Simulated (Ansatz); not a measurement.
Input and output for HgTe (rocksalt type): DFT, PBE, PAW with Ansatz's default frozen-core files, scalar-relativistic (Ansatz 0.2.0). This run: cell relaxed at zero pressure.

The start is a guessed cell of a prototype that needn't be stable.

Command: `ansatz run input.yaml --threads 1 --pin off --max-ram 2048MiB --backend cpu --events-out ev --progress --plain --runs-dir out` It took 20 s on 1 thread of Arm Neoverse V1, with other jobs on the host, peak memory 0.38 GiB.

```yaml
crystal:
  lattice:
    - [0.0, 2.978352805, 2.978352805]
    - [2.978352805, 0.0, 2.978352805]
    - [2.978352805, 2.978352805, 0.0]
  atoms:
    - { symbol: Hg, position: [0.0, 0.0, 0.0] }
    - { symbol: Te, position: [0.5, 0.5, 0.5] }
kpoints:
  mp_grid: { grid: [12, 12, 12] }
scf:
  occupations: { method: fermi_dirac, width: 0.1 }
hamiltonian:
  xc: pbe
  pseudopotentials: { kind: paw }
output:
  forces: true
  stress: true
relax:
  f_tol: 0.005
  max_steps: 40
  cell: {}
```

Output:

```
Engine: ansatz 0.2.0
Pseudopotentials: kind: paw
Pseudopotential: Hg, paw, valence charge 20, recommended cutoff 420 eV (normal), Hg.paw.azcp
Pseudopotential: Te, paw, valence charge 16, recommended cutoff 420 eV (normal), Te.paw.azcp
Functional definition: PBE
  parameter kappa = 0.804
  parameter beta = 0.06672455060314922
  exchange = pbe_x(kappa = kappa, mu = beta*pi^2/3)
  correlation = pbe_c(beta = beta)
Crystal: 2 atoms, lattice volume = 52.839 Å³
Basis set: ecut = 420 eV, 1037 PW (Γ), exchange–correlation on 60×60×60 points (8 copies of the dense FFT grid, shifted against one another)
Bands: 22, of which v1, the nominal top of the filled ones, is band 18 counted from 1 (17 counted from 0)
Symmetry: 48 space group operations
Space group: Fm-3m (ITA 225), of the structure as read, at distance tolerance 3.8e-5 Å
k-points: 72 of 1728
Non-local potential: Hg, projectors of the file, l = 0: 3, l = 1: 2, l = 2: 2, l = 3: 1
Non-local potential: Te, projectors of the file, l = 0: 2, l = 1: 2, l = 2: 2, l = 3: 2
PAW form: soft (Blöchl's): semilocal exchange-correlation on the pseudo side does not see the compensation charge
PAW one-centre angular grid: Hg, 590 points (default); XC on 64 Gauss nodes
PAW one-centre angular grid: Te, 590 points (default); XC on 64 Gauss nodes
Initial density: superposition of atomic densities (neutral atoms: chi_scale 0, normalization atom), corrected by the library's trained network
Initial wavefunctions: pseudopotential atomic-orbital guess
Functional: x = pbe(κ = 0.804, μ = 0.2195149727645171), c = pbe(β = 0.06672455060314922)
SCF iter   1: F=—  HF=-20793.383516 eV  |F-HF|=—  |Δ(HF+E_count)|=         —  Δρ=1.27e-3  dr2=1.36e-3  ethr=1.77e-3  ⟨swp⟩=5.9  Hψ=7250  notcnv=0
preconditioner: auto → LDOS  [metal: Δε(μ)=0.088 eV  Ē_g=10.865 eV  σ=0.100 eV  W_gap=0.21  n_scr=14 (ndim 8)  ℏωp=21.7 eV  f_vac=0.019  D(μ)=1.15/eV (n_scr^D=8)  β→1.0]
SCF iter   2: F=—  HF=-20793.383227 eV  |F-HF|=—  |Δ(HF+E_count)|=   2.89e-4  Δρ=4.68e-4  dr2=1.14e-4  ethr=3.77e-6  ⟨swp⟩=3.2  Hψ=3902  notcnv=0
SCF iter   3: F=—  HF=-20793.383221 eV  |F-HF|=—  |Δ(HF+E_count)|=   6.17e-6  Δρ=3.16e-4  dr2=4.29e-5  ethr=3.16e-7  ⟨swp⟩=2.0  Hψ=2829  notcnv=0
SCF iter   4: F=—  HF=-20793.383199 eV  |F-HF|=—  |Δ(HF+E_count)|=   2.21e-5  Δρ=2.50e-5  dr2=9.83e-8  ethr=1.19e-7  ⟨swp⟩=2.0  Hψ=2811  notcnv=0
iter 5 did not close the SCF: its close was put off for the readings that it lacked (scf_convergence_deferred on its scf_iter line)
SCF iter   5: F=-20793.383199 eV  HF=-20793.383199 eV  |F-HF|=1.70e-9  |Δ(HF+E_count)|=   3.75e-7  Δρ=5.66e-6  dr2=9.75e-9  ethr=2.73e-10  ⟨swp⟩=2.0  Hψ=2683  notcnv=0
SCF iter   6: F=-20793.383199 eV  HF=-20793.383199 eV  |F-HF|=4.77e-10  |Δ(HF+E_count)|=   2.92e-9  Δρ=1.28e-6  dr2=6.57e-10  ethr=2.71e-11  ⟨swp⟩=2.0  Hψ=5754  notcnv=0
SCF 1 converged in 6 iterations: F = -20793.383199 eV  dr2 = 6.57e-10
  greatest PAW one-centre occupation: 1.000 electrons in one spin orbital (limit 2), on the Hg atom at site 0 (counted from 0), in its partial waves of l = 0
relax step   1: F+E_penalty+E_count = -20793.38319899 eV  Δ(F+E_penalty+E_count) = +0.000e0 eV  max|allowed force component| = 6.574e-29 eV/Å  Δτ_max = 0.0000 Å  P = +5.544 GPa  Ω = 52.839 Å³  (6 SCF iters, dr2 threshold 1.00e-7 eV, accepted)
Crystal: 2 atoms, lattice volume = 60.950 Å³
Basis set: ecut = 420 eV, 1243 PW (Γ), exchange–correlation on 60×60×60 points (8 copies of the dense FFT grid, shifted against one another)
Initial density: handed on by an earlier stage of this run
Initial wavefunctions: those handed on with the density
iter 1 solved again at ethr=5.28e-5 eV; its pass at ethr=3.10e-3 eV (dr2=1.90e-2 eV) is discarded
SCF iter   1: F=—  HF=-20793.449054 eV  |F-HF|=—  |Δ(HF+E_count)|=         —  Δρ=4.44e-3  dr2=1.92e-2  ethr=5.28e-5  ⟨swp⟩=1.0  Hψ=9921  notcnv=0
preconditioner: auto → LDOS  [metal: Δε(μ)=0.057 eV  Ē_g=10.228 eV  σ=0.100 eV  W_gap=0.14  n_scr=14 (ndim 8)  ℏωp=20.2 eV  f_vac=0.045  D(μ)=1.37/eV (n_scr^D=14)  β→1.0]
SCF iter   2: F=—  HF=-20793.445193 eV  |F-HF|=—  |Δ(HF+E_count)|=   3.86e-3  Δρ=2.42e-3  dr2=2.45e-3  ethr=5.28e-5  ⟨swp⟩=2.0  Hψ=2509  notcnv=0
SCF iter   3: F=—  HF=-20793.444538 eV  |F-HF|=—  |Δ(HF+E_count)|=   6.55e-4  Δρ=8.35e-4  dr2=3.89e-4  ethr=6.81e-6  ⟨swp⟩=2.1  Hψ=3334  notcnv=0
SCF iter   4: F=—  HF=-20793.444434 eV  |F-HF|=—  |Δ(HF+E_count)|=   1.04e-4  Δρ=2.17e-4  dr2=3.16e-5  ethr=1.08e-6  ⟨swp⟩=2.0  Hψ=1965  notcnv=0
SCF iter   5: F=—  HF=-20793.444427 eV  |F-HF|=—  |Δ(HF+E_count)|=   6.94e-6  Δρ=3.47e-5  dr2=5.96e-7  ethr=8.77e-8  ⟨swp⟩=2.0  Hψ=2155  notcnv=0
SCF iter   6: F=-20793.444427 eV  HF=-20793.444427 eV  |F-HF|=4.59e-9  |Δ(HF+E_count)|=   1.25e-7  Δρ=5.46e-6  dr2=1.18e-8  ethr=5.56e-10  ⟨swp⟩=4.9  Hψ=5536  notcnv=0
SCF 2 converged in 6 iterations: F = -20793.444427 eV  dr2 = 1.18e-8
relax step   2: F+E_penalty+E_count = -20793.44442713 eV  Δ(F+E_penalty+E_count) = -6.123e-2 eV  max|allowed force component| = 8.152e-30 eV/Å  Δτ_max = 0.0000 Å  P = -1.946 GPa  Ω = 60.950 Å³  energy of the carried Pulay correction = -1.915e-3 eV  (6 SCF iters, dr2 threshold 2.00e-7 eV, accepted)
Crystal: 2 atoms, lattice volume = 58.613 Å³
Basis set: ecut = 420 eV, 1139 PW (Γ), exchange–correlation on 60×60×60 points (8 copies of the dense FFT grid, shifted against one another)
iter 1 solved again at ethr=2.86e-6 eV; its pass at ethr=3.10e-3 eV (dr2=1.03e-3 eV) is discarded
SCF iter   1: F=—  HF=-20793.462962 eV  |F-HF|=—  |Δ(HF+E_count)|=         —  Δρ=1.10e-3  dr2=1.07e-3  ethr=2.86e-6  ⟨swp⟩=1.6  Hψ=9470  notcnv=0
preconditioner: auto → LDOS  [metal: Δε(μ)=0.058 eV  Ē_g=10.316 eV  σ=0.100 eV  W_gap=0.14  n_scr=14 (ndim 8)  ℏωp=20.6 eV  f_vac=0.029  D(μ)=1.27/eV (n_scr^D=8)  β→1.0]
SCF iter   2: F=—  HF=-20793.462745 eV  |F-HF|=—  |Δ(HF+E_count)|=   2.17e-4  Δρ=5.91e-4  dr2=1.40e-4  ethr=2.86e-6  ⟨swp⟩=2.2  Hψ=2763  notcnv=0
SCF iter   3: F=—  HF=-20793.462704 eV  |F-HF|=—  |Δ(HF+E_count)|=   4.13e-5  Δρ=1.98e-4  dr2=2.12e-5  ethr=3.88e-7  ⟨swp⟩=2.0  Hψ=2881  notcnv=0
SCF iter   4: F=—  HF=-20793.462698 eV  |F-HF|=—  |Δ(HF+E_count)|=   5.94e-6  Δρ=4.86e-5  dr2=1.55e-6  ethr=5.88e-8  ⟨swp⟩=2.0  Hψ=1956  notcnv=0
[... lines left out ...]
SCF iter   3: F=—  HF=-20793.463572 eV  |F-HF|=—  |Δ(HF+E_count)|=   3.32e-6  Δρ=5.61e-5  dr2=1.71e-6  ethr=3.43e-8  ⟨swp⟩=2.0  Hψ=2870  notcnv=0
SCF iter   4: F=-20793.463572 eV  HF=-20793.463572 eV  |F-HF|=9.09e-8  |Δ(HF+E_count)|=   4.69e-7  Δρ=1.31e-5  dr2=1.12e-7  ethr=5.56e-10  ⟨swp⟩=3.8  Hψ=6007  notcnv=0
SCF 4 converged in 4 iterations: F = -20793.463572 eV  dr2 = 1.12e-7
relax step   4: F+E_penalty+E_count = -20793.46357160 eV  Δ(F+E_penalty+E_count) = -8.745e-4 eV  max|allowed force component| = 4.549e-29 eV/Å  Δτ_max = 0.0000 Å  P = +0.049 GPa  Ω = 57.995 Å³  energy of the carried Pulay correction = -1.249e-3 eV  (4 SCF iters, dr2 threshold 2.00e-7 eV, accepted)
Initial wavefunctions: pseudopotential atomic-orbital guess (no wavefunctions were taken with the density)
iter 1 solved again at ethr=4.17e-8 eV; its pass at ethr=3.10e-3 eV (dr2=1.50e-5 eV) is discarded
SCF iter   1: F=—  HF=-20793.462525 eV  |F-HF|=—  |Δ(HF+E_count)|=         —  Δρ=5.18e-4  dr2=5.82e-6  ethr=4.17e-8  ⟨swp⟩=4.0  Hψ=11758  notcnv=0
preconditioner: auto → LDOS  [metal: Δε(μ)=0.059 eV  Ē_g=10.387 eV  σ=0.100 eV  W_gap=0.14  n_scr=14 (ndim 8)  ℏωp=20.7 eV  f_vac=0.031  D(μ)=1.26/eV (n_scr^D=8)  β→1.0]
SCF iter   2: F=—  HF=-20793.464572 eV  |F-HF|=—  |Δ(HF+E_count)|=   2.05e-3  Δρ=4.20e-5  dr2=5.81e-7  ethr=1.62e-8  ⟨swp⟩=2.0  Hψ=2891  notcnv=0
SCF iter   3: F=—  HF=-20793.464576 eV  |F-HF|=—  |Δ(HF+E_count)|=   3.72e-6  Δρ=1.68e-5  dr2=1.39e-7  ethr=1.61e-9  ⟨swp⟩=2.0  Hψ=2885  notcnv=0
SCF iter   4: F=—  HF=-20793.464576 eV  |F-HF|=—  |Δ(HF+E_count)|=   2.86e-7  Δρ=2.97e-6  dr2=6.70e-9  ethr=3.87e-10  ⟨swp⟩=2.9  Hψ=2923  notcnv=0
SCF iter   5: F=—  HF=-20793.464576 eV  |F-HF|=—  |Δ(HF+E_count)|=   1.59e-8  Δρ=7.44e-7  dr2=2.60e-10  ethr=1.86e-11  ⟨swp⟩=2.0  Hψ=2604  notcnv=0
SCF iter   6: F=-20793.464576 eV  HF=-20793.464576 eV  |F-HF|=3.64e-12  |Δ(HF+E_count)|=  1.27e-10  Δρ=1.49e-7  dr2=1.54e-11  ethr=1.00e-12  ⟨swp⟩=5.2  Hψ=8030  notcnv=0
SCF 5 converged in 6 iterations: F = -20793.464576 eV  dr2 = 1.54e-11
relax step   5: F+E_penalty+E_count = -20793.46457634 eV  Δ(F+E_penalty+E_count) = -1.005e-3 eV  max|allowed force component| = 4.654e-29 eV/Å  Δτ_max = 0.0000 Å  P = +0.034 GPa  Ω = 57.995 Å³  stress off target by 3.38e-2 GPa  SCF on the basis re-selected at this cell (its energy is not comparable with the rows above)  (6 SCF iters)
basis re-selected at this cell: Δ(F+E_penalty+E_count) = -1.005e-3 eV, ΔP = -0.015 GPa vs the last step (what re-selecting the basis moved, of the pressure what is left beyond the Pulay correction that the steps carried, after the strain that the cell walked since its last selection, with what the two solves' SCF thresholds leave and, on support functions, any second-order correction that the steps lacked; it is no measure of the basis error at this ecutwfc). This SCF's stress stands 3.38e-2 GPa from its target on what of the cell is left free (relax.cell.stress_tol is 5.00e-2 GPa) and its largest allowed force component is 4.65e-29 eV/Å (relax.f_tol is 5.00e-3 eV/Å): within both
SCF converged after 6 iterations
Free energy (F): -20793.464576 eV
Harris-Foulkes:  -20793.464576 eV  (|F-HF|=3.64e-12)
Internal energy: -20793.423483 eV  (E = F + TS)
E sigma→0 (E₀):  -20793.444030 eV
Entropy (-TS):   -0.041093 eV (-20.547 meV/atom)
Fermi energy:    10.720415 eV
--- Per-component energies (eV) ---
  E_band       = -690.021972
  E_kinetic    = 783.079985
  E_local      = -4044.379986  (includes V_loc(G=0)·N_el)
  E_nonlocal   = -237.746325
  E_hartree    = 1997.892024
  E_xc         = -344.211042
  E_vxc        = -365.777775  (∫ρ·V_xc dr)
  E_paw        = -14606.581089  (= ΣΔE_a)
  E_vpaw       = -820.982769  (= ΣTr[D̂ρ^β])
  E_aug_tail   = 0.000826  (compensation charges beyond the density's cutoff)
  E_ewald      = -4341.477876
  E_smearing   = -0.041093  (= −TS)
  E_closure    = 0.000000  (closes the sum)
  Σ components = -20793.464576   (vs F -20793.464576, Δ=0.00e0)
--- Forces (eV/Å), atoms counted from 1 ---
  atom   1  Hg     0.00000000     0.00000000    -0.00000000
  atom   2  Te    -0.00000000    -0.00000000     0.00000000
  max |Σ_I F_I| component: 6.68e-29 eV/Å
--- Stress (GPa, compression-positive) ---
        0.033786      -0.000000      -0.000000
       -0.000000       0.033786      -0.000000
       -0.000000      -0.000000       0.033786
  P = ⅓ Tr σ = 0.0338 GPa (0.338 kbar)
--- Relaxed structure (4 steps of the walk, 4 accepted, 1 SCFs on fresh bases) ---
  F+E_penalty+E_count = -20793.46457634 eV   max|allowed force component| = 4.654e-29 eV/Å   (the final SCF, on the basis selected at the relaxed cell)
  cell:  # Å, volume = 57.9952 Å³
    - [7.110712582036584e-34, 3.072231815245365, 3.0722318152453654]
    - [3.0722318152453654, 8.790593049131846e-34, 3.0722318152453654]
    - [3.0722318152453654, 3.072231815245365, 1.6321113542868685e-34]
  atoms:
    - { symbol: Hg, position: [-2.1554754932010157e-34, 1.9399279438827298e-33, 3.017665690482337e-34] }
    - { symbol: Te, position: [0.5000000000000001, 0.4999999999999998, 0.5] }
```

Next run (the series' base cell), as changes to the input before:

```diff
   lattice:
-    - [0.0, 2.978352805, 2.978352805]
-    - [2.978352805, 0.0, 2.978352805]
-    - [2.978352805, 2.978352805, 0.0]
+    - [0.0, 3.0722318152, 3.0722318152]
+    - [3.0722318152, 0.0, 3.0722318152]
+    - [3.0722318152, 3.0722318152, 0.0]
   atoms:
   mp_grid: { grid: [12, 12, 12] }
+  band_path:
+    path:
+      - [0.0, 0.0, 0.0]
+      - [0.5, 0.0, 0.5]
+      - [0.625, 0.25, 0.625]
+      - [0.375, 0.375, 0.75]
+      - [0.0, 0.0, 0.0]
+      - [0.5, 0.5, 0.5]
+      - [0.5, 0.25, 0.75]
+      - [0.5, 0.0, 0.5]
+    npoints: 8
 scf:
   stress: true
-relax:
-  f_tol: 0.005
-  max_steps: 40
-  cell: {}
+  eigenvalues: true
+  populations: true
+  dos: { projected: true, de: 0.2, e_range: [-14, 8] }
```

Command: `ansatz run input.yaml --threads 1 --pin off --max-ram 2048MiB --backend cpu --events-out ev --progress --plain --runs-dir out` It took 7.2 s on 1 thread of Arm Neoverse V1 (shared host), peak memory 0.37 GiB.

Results part of the output:

```
SCF 1 converged in 6 iterations: F = -20793.464576 eV  dr2 = 6.06e-10
  greatest PAW one-centre occupation: 1.000 electrons in one spin orbital (limit 2), on the Hg atom at site 0 (counted from 0), in its partial waves of l = 0
NSCF: frozen V_eff on 57 k-points
SCF converged after 6 iterations
Free energy (F): -20793.464576 eV
Harris-Foulkes:  -20793.464576 eV  (|F-HF|=7.02e-10)
Internal energy: -20793.423483 eV  (E = F + TS)
E sigma→0 (E₀):  -20793.444030 eV
Entropy (-TS):   -0.041094 eV (-20.547 meV/atom)
Fermi energy:    10.720423 eV
--- Per-component energies (eV) ---
  E_band       = -690.021295
  E_kinetic    = 783.079897
  E_local      = -4044.379073  (includes V_loc(G=0)·N_el)
  E_nonlocal   = -237.746510
  E_hartree    = 1997.891233
  E_xc         = -344.211045
  E_vxc        = -365.777783  (∫ρ·V_xc dr)
  E_paw        = -14606.580934  (= ΣΔE_a)
  E_vpaw       = -820.982444  (= ΣTr[D̂ρ^β])
  E_aug_tail   = 0.000826  (compensation charges beyond the density's cutoff)
  E_ewald      = -4341.477876
  E_smearing   = -0.041094  (= −TS)
  E_closure    = 0.000000  (closes the sum)
  Σ components = -20793.464576   (vs F -20793.464576, Δ=0.00e0)
--- Forces (eV/Å), atoms counted from 1 ---
  atom   1  Hg    -0.00000000     0.00000000     0.00000000
  atom   2  Te     0.00000000    -0.00000000    -0.00000000
  max |Σ_I F_I| component: 2.83e-29 eV/Å
--- Stress (GPa, compression-positive) ---
        0.033795       0.000000      -0.000000
       -0.000000       0.033795      -0.000000
        0.000000       0.000000       0.033795
  P = ⅓ Tr σ = 0.0338 GPa (0.338 kbar)
--- Band table (eV; the first three rows and the last of 72) ---
  k-point 0: bands = ["-103.8814", "-52.3313", "-52.3313", "-52.3313", "-25.8803", "-25.8803", "-25.8798", "-25.8798", "-25.8798", "-1.1528", "4.1100", "4.1100", "4.1656", "4.1656", "4.1656", "9.6944", "10.0439", "10.0439", "10.0439", "18.4185", "18.4185", "18.4185"]
  k-point 1: bands = ["-103.8814", "-52.3313", "-52.3313", "-52.3313", "-25.8803", "-25.8803", "-25.8798", "-25.8798", "-25.8798", "-1.0948", "4.0889", "4.0889", "4.1586", "4.1734", "4.1734", "8.7227", "10.0972", "10.0972", "10.9848", "17.3724", "17.8396", "17.8396"]
  k-point 2: bands = ["-103.8814", "-52.3314", "-52.3313", "-52.3313", "-25.8802", "-25.8802", "-25.8797", "-25.8796", "-25.8796", "-0.9271", "4.0275", "4.0275", "4.1338", "4.2005", "4.2005", "7.6391", "10.2467", "10.2467", "11.9610", "16.3073", "16.9775", "16.9775"]
  k-point 71: bands = ["-103.8814", "-52.3315", "-52.3315", "-52.3314", "-25.8805", "-25.8796", "-25.8792", "-25.8792", "-25.8781", "-0.0222", "3.9095", "4.1546", "4.1546", "4.3926", "4.7946", "6.5404", "7.5644", "7.5644", "12.4648", "15.4381", "17.4782", "17.4782"]
--- Löwdin populations: 2 sites ---
  site symbol       q [e]
     0     Hg     19.1636
     1     Te     16.6218
  spilling = 0.005961 (of n_electrons = 36.000000)
```

Next run (volume at 0.94 of the series' base cell), as changes to the input before:

```diff
   lattice:
-    - [0.0, 3.0722318152, 3.0722318152]
-    - [3.0722318152, 0.0, 3.0722318152]
-    - [3.0722318152, 3.0722318152, 0.0]
+    - [0.0, 3.009515609, 3.009515609]
+    - [3.009515609, 0.0, 3.009515609]
+    - [3.009515609, 3.009515609, 0.0]
   atoms:
   mp_grid: { grid: [12, 12, 12] }
-  band_path:
-    path:
-      - [0.0, 0.0, 0.0]
-      - [0.5, 0.0, 0.5]
-      - [0.625, 0.25, 0.625]
-      - [0.375, 0.375, 0.75]
-      - [0.0, 0.0, 0.0]
-      - [0.5, 0.5, 0.5]
-      - [0.5, 0.25, 0.75]
-      - [0.5, 0.0, 0.5]
-    npoints: 8
 scf:
   populations: true
-  dos: { projected: true, de: 0.2, e_range: [-14, 8] }
```

Results part of the output:

```
SCF 1 converged in 6 iterations: F = -20793.429626 eV  dr2 = 3.34e-10
  greatest PAW one-centre occupation: 1.000 electrons in one spin orbital (limit 2), on the Hg atom at site 0 (counted from 0), in its partial waves of l = 0
SCF converged after 6 iterations
Free energy (F): -20793.429626 eV
Harris-Foulkes:  -20793.429626 eV  (|F-HF|=9.82e-11)
Internal energy: -20793.391393 eV  (E = F + TS)
E sigma→0 (E₀):  -20793.410509 eV
Entropy (-TS):   -0.038233 eV (-19.116 meV/atom)
Fermi energy:    11.836942 eV
--- Per-component energies (eV) ---
  E_band       = -656.739814
  E_kinetic    = 784.632557
  E_local      = -3897.450446  (includes V_loc(G=0)·N_el)
  E_nonlocal   = -237.938762
  E_hartree    = 1940.892927
  E_xc         = -345.094518
  E_vxc        = -366.999303  (∫ρ·V_xc dr)
  E_paw        = -14606.482652  (= ΣΔE_a)
  E_vpaw       = -820.771181  (= ΣTr[D̂ρ^β])
  E_aug_tail   = 0.000749  (compensation charges beyond the density's cutoff)
  E_ewald      = -4431.951247
  E_smearing   = -0.038233  (= −TS)
  E_closure    = -0.000000  (closes the sum)
  Σ components = -20793.429626   (vs F -20793.429626, Δ=0.00e0)
--- Forces (eV/Å), atoms counted from 1 ---
  atom   1  Hg    -0.00000000    -0.00000000    -0.00000000
  atom   2  Te     0.00000000    -0.00000000    -0.00000000
  max |Σ_I F_I| component: 1.71e-29 eV/Å
--- Stress (GPa, compression-positive) ---
        3.399220      -0.000000       0.000000
       -0.000000       3.399220       0.000000
        0.000000       0.000000       3.399220
  P = ⅓ Tr σ = 3.3992 GPa (33.992 kbar)
--- Band table (eV; the first three rows and the last of 72) ---
  k-point 0: bands = ["-102.9616", "-51.4117", "-51.4117", "-51.4117", "-24.8918", "-24.8918", "-24.8899", "-24.8899", "-24.8899", "-0.4743", "4.9903", "4.9903", "5.0491", "5.0491", "5.0491", "11.0642", "11.0653", "11.0653", "11.0653", "19.5791", "19.5791", "19.5791"]
  k-point 1: bands = ["-102.9616", "-51.4117", "-51.4117", "-51.4117", "-24.8917", "-24.8917", "-24.8898", "-24.8898", "-24.8898", "-0.4093", "4.9650", "4.9650", "5.0401", "5.0584", "5.0584", "9.8397", "11.1274", "11.1274", "12.2520", "18.5080", "19.0472", "19.0472"]
  k-point 2: bands = ["-102.9616", "-51.4118", "-51.4117", "-51.4117", "-24.8916", "-24.8916", "-24.8897", "-24.8895", "-24.8895", "-0.2201", "4.8915", "4.8915", "5.0083", "5.0906", "5.0906", "8.6588", "11.3014", "11.3014", "13.2967", "17.4411", "18.1528", "18.1528"]
  k-point 71: bands = ["-102.9616", "-51.4120", "-51.4120", "-51.4119", "-24.8920", "-24.8907", "-24.8890", "-24.8890", "-24.8876", "0.8216", "4.7441", "5.0248", "5.0248", "5.3188", "5.8235", "7.3935", "8.3650", "8.3650", "13.7606", "16.5984", "18.6362", "18.6362"]
--- Löwdin populations: 2 sites ---
  site symbol       q [e]
     0     Hg     19.1376
     1     Te     16.6322
  spilling = 0.006394 (of n_electrons = 36.000000)
```

Spin–orbit coupling is left out, which matters for the heavy atoms.
